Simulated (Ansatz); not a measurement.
# Equation of state of HgS from a dense series

```yaml
crystal:
  lattice:
    - [0.00000, 2.92900, 2.92900]
    - [2.92900, 0.00000, 2.92900]
    - [2.92900, 2.92900, 0.00000]
  atoms:
    - { symbol: Hg, position: [0.00000, 0.00000, 0.00000] }
    - { symbol: S, position: [0.75000, 0.75000, 0.75000] }
```

Atom numbers follow the list: Hg1, S2.

The cell is COD entry 1011368, as deposited and not checked against the literature; nothing was relaxed.

Spin–orbit coupling is left out, though it moves levels of the heavy atoms by tenths of an eV or more.

Computed with DFT, PBEsol, all-electron LAPW, scalar-relativistic (Ansatz 0.2.0).

The runs use a Γ-centred 8×8×8 k mesh, Fermi–Dirac smearing of 0.02 eV, basis error target 1 meV/atom, no spin polarisation.

The cell is scaled evenly. Fractional coordinates are held (clamped ions).

```csv
V (Å³/atom),P (GPa)
23.620,5.14
24.123,3.44
24.625,1.93
24.877,1.24
25.128,0.59
25.379,-0.02
25.631,-0.60
26.133,-1.66
```

Problem. Fit a third-order Birch–Murnaghan curve to the pressures.

Solution. P = (3B0/2)(y^(7/2) − y^(5/2))[1 + (3/4)(B0′ − 4)(y − 1)] with y = (V0/V)^(2/3) fits within 0.01 GPa for V0 = 25.370 Å³/atom, B0 = 60.2 GPa and B0′ = 4.96.

Problem. Predict the pressure at the withheld volume, 26.636 Å³/atom.

Solution. There y = 0.9681, so the fit gives -2.60 GPa; the run gave -2.60 GPa.
